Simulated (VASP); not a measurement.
# Cd (R-3m) in VASP: single point with PBE

Aim: the single point of Cd with PBE.

Program: VASP 6.6.1. These are calculated values, not measurements. Logs are shortened: lines on timing, memory, paths and dates and some standing lists are left out, and cuts for length are marked.

## 1. The structure

Symmetry: R-3m, No. 166, trigonal system. Conventional cell: a = 3.408 Å, b = 3.408 Å, c = 6.588 Å, α = 90.00°, β = 90.00°, γ = 120.00°. Around Cd (site symmetry -3m) lie 6 Cd at 2.95 Å.

The cell was built by a generator and needn't be a form met in nature.

## 2. Single point, PBE

Input file INCAR:

```
PREC     = Accurate       # precision mode
ENCUT    = 520            # plane-wave cutoff, eV
EDIFF    = 1E-6           # SCF threshold, eV
ISMEAR   = -1             # smearing method
SIGMA    = 0.1            # smearing width, eV
LREAL    = F              # projectors in reciprocal space
LASPH    = T              # aspherical terms in the spheres
NELM     = 60             # most SCF steps
ALGO     = Fast           # electronic algorithm
ISIF     = 2              # what is computed and relaxed
LWAVE    = F              # write WAVECAR
LCHARG   = F              # write CHGCAR
GGA      = PE             # functional
NBANDS   = 12             # bands
```

Input file KPOINTS:

```
Automatic mesh
0
Gamma
  12 12 12
```

Input file POSCAR:

```
Cd
1.0
    1.7040530000      0.9838370000      2.1958530000
   -1.7040530000      0.9838370000      2.1958530000
    0.0000000000     -1.9676740000      2.1958530000
Cd
1
Direct
    0.0000000000      0.0000000000      0.0000000000
```

Potentials or basis: VASP PAW PBE potentials, release 64 (Cd).

On the command line:

```sh
$ cat potpaw_PBE.64/Cd/POTCAR > POTCAR
$ mpirun -np 1 vasp_std > vasp.out
```

OUTCAR:

```text
PREC = Accurate
   ENCUT = 520
   EDIFF = 1E-6
   ISMEAR = -1
   LREAL = F
   LASPH = T
   NELM = 60
   ISIF = 2
   GGA = PE

 ion  position               nearest neighbor table
   1  0.000  0.000  0.000-

  LATTYP: Found a trigonal (rhomboedric) cell.
 ALAT       =     2.9484761094
 COS(alpha) =     0.3319603899

  Lattice vectors:

 A1 = (   1.7040530000,   0.9838370000,   2.1958530000)
 A2 = (  -1.7040530000,   0.9838370000,   2.1958530000)
 A3 = (   0.0000000000,  -1.9676740000,   2.1958530000)

Analysis of symmetry for initial positions (statically):
=====================================================================
 Subroutine PRICEL returns:
 Original cell was already a primitive cell.

 Routine SETGRP: Setting up the symmetry group for a
 trigonal (rhombohedral) supercell.

 Subroutine GETGRP returns: Found 12 space group operations
 (whereof 12 operations were pure point group operations)
 out of a pool of 12 trial point group operations.

The static configuration has the point symmetry D_3d.

Analysis of symmetry for dynamics (positions and initial velocities):
=====================================================================
 Subroutine PRICEL returns:
 Original cell was already a primitive cell.

 Routine SETGRP: Setting up the symmetry group for a
 trigonal (rhombohedral) supercell.

 Subroutine GETGRP returns: Found 12 space group operations
 (whereof 12 operations were pure point group operations)
 out of a pool of 12 trial point group operations.

The dynamic configuration has the point symmetry D_3d.

 Subroutine INISYM returns: Found 12 space group operations
 (whereof 12 operations are pure point group operations),
 and found     1 'primitive' translations

----------------------------------------------------------------------------------------

                                     Primitive cell

  volume of cell :      22.0882

  direct lattice vectors                    reciprocal lattice vectors
     1.704053000  0.983837000  2.195853000     0.293418104  0.169404756  0.151801297
    -1.704053000  0.983837000  2.195853000    -0.293418104  0.169404756  0.151801297
     0.000000000 -1.967674000  2.195853000     0.000000000 -0.338809511  0.151801297

  length of vectors
     2.948474566  2.948474566  2.948476109     0.371262426  0.371262426  0.371262062

  position of ions in fractional coordinates (direct lattice)
     0.000000000  0.000000000  0.000000000

  ion indices of the primitive-cell ions
   primitive index   ion index
                 1           1

[... 82 lines left out ...]
   NELECT =      12.0000    total number of electrons
   NUPDOWN=      -1.0000    fix difference up-down
   EMIN   =  10.00;   EMAX   =-10.00  energy-range for DOS
   EFERMI =   0.00;   METHOD = LEGACY
   ISMEAR =    -1;   SIGMA  =   0.10  broadening in eV -4-tet -1-fermi 0-gaus
   EFERMI_NEDOS =   21; number of points for ismear=-14 and -15
   IALGO  =     68    algorithm
   IMIX   =      4    mixing-type and parameters
     AMIX     =   0.40;   BMIX     =  1.00
     AMIX_MAG =   1.60;   BMIX_MAG =  1.00
  volume/ion in A,a.u.               =      22.09       149.06
  Fermi-wavevector in a.u.,A,eV,Ry     =   1.335821  2.524336 24.278484  1.784418
  Thomas-Fermi vector in A             =   2.464496
   LORBIT       =      0    0 simple, 1 ext, 2 COOP (PROOUT), +10 PAW based schemes
   GGA     = PE    functional components
   LHFCALC =     F    Hartree Fock is set to
   AEXX    =    0.0000 exact exchange contribution
   IVDW    =     0    specifies the selected vdW correction
   LEPSILON=     F    determine dielectric tensor
   LRPA    =     F    only Hartree local field effects (RPA)
 non-spin polarized calculation
 RMM-DIIS sequential band-by-band and
  energy-cutoff  :      520.00
  volume of cell :       22.09
 maximum number of plane-waves:       611
 NGX is ok and might be reduce to    24
   NGX = 11   NGY = 11   NGZ = 11

 number of electron      12.0000005 magnetization

 Free energy of the ion-electron system (eV)
  ---------------------------------------------------
  ext. energy  EPLUGINS =         0.00000000
  ---------------------------------------------------
  free energy    TOTEN  =        -0.70314863 eV

  energy without entropy =       -0.69418521  energy(sigma->0) =       -0.69866692

 E-fermi :   2.6392     XC(G=0): -10.8939

 val. band max:        2.6037771081   @ k =   0.4167   0.0000  -0.0000
 cond. band min:       2.6903692083   @ k =  -0.4167   0.5000   0.4167
 fundamental gap:      0.0865921002
 Fermi energy:         2.6391870586

 k-point     1 :       0.0000    0.0000    0.0000
  band No.  band energies     occupation
      1      -6.8192      2.00000
      2      -6.8192      2.00000
      3      -6.1341      2.00000
      4      -5.8011      2.00000
      5      -5.8011      2.00000
      6      -5.7525      2.00000
      7      15.0737      0.00000
      8      15.3582      0.00000
      9      15.3582      0.00000
     10      19.0925      0.00000
     11      19.0926      0.00000
     12      20.2149      0.00000
[... 331 lines left out ...]
 k-point    24 :      -0.4167    0.1667    0.0000
  band No.  band energies     occupation
      1      -6.8610      2.00000
      2      -6.6095      2.00000
      3      -6.0145      2.00000
      4      -5.9098      2.00000
      5      -5.6425      2.00000
      6      -0.0207      2.00000
      7       2.1082      1.99017
      8      10.6202      0.00000
      9      15.2751      0.00000
     10      18.4552      0.00000
     11      20.4593      0.00000
     12      23.0272      0.00000

 [... further k-points ...]

------------------------ aborting loop because EDIFF is reached ----------------------------------------

  FORCE on cell =-STRESS in cart. coord.  units (eV):
  Direction    XX          YY          ZZ          XY          YZ          ZX
  --------------------------------------------------------------------------------------
  -------------------------------------------------------------------------------------
  Total        0.3239351      0.3239361      1.2069953      0.0000000     -0.0000000      0.0000000
  in kB       23.4967534     23.4968271     87.5498450      0.0000000     -0.0000000      0.0000000
  external PRESSURE =      44.8478085 kB  Pullay stress =       0.0000000 kB

 VOLUME and BASIS-vectors are now :
 -----------------------------------------------------------------------------
  energy-cutoff  :      520.00
  volume of cell :       22.09
      direct lattice vectors                 reciprocal lattice vectors
     1.704053000  0.983837000  2.195853000     0.293418104  0.169404756  0.151801297
    -1.704053000  0.983837000  2.195853000    -0.293418104  0.169404756  0.151801297
     0.000000000 -1.967674000  2.195853000     0.000000000 -0.338809511  0.151801297

 POSITION                                       TOTAL-FORCE (eV/Angst)
 -----------------------------------------------------------------------------------
      0.00000      0.00000      0.00000         0.000000      0.000000      0.000000
 -----------------------------------------------------------------------------------
    total drift:                                0.000000     -0.000000      0.000000

  FREE ENERGIE OF THE ION-ELECTRON SYSTEM (eV)
  ---------------------------------------------------
  free  energy   TOTEN  =        -0.7031486314 eV

  energy  without entropy=       -0.6941852055  energy(sigma->0) =       -0.69866692
```

Run time: 11 s. Hardware: 1 thread of Intel Xeon 6975P-C (Granite Rapids), shared host; peak memory 0.17 GiB.

What came out:

- Free energy: -0.7031 eV
- Pressure: 4.5 GPa
- Band gap on the k mesh: none (metal or under the smearing width)
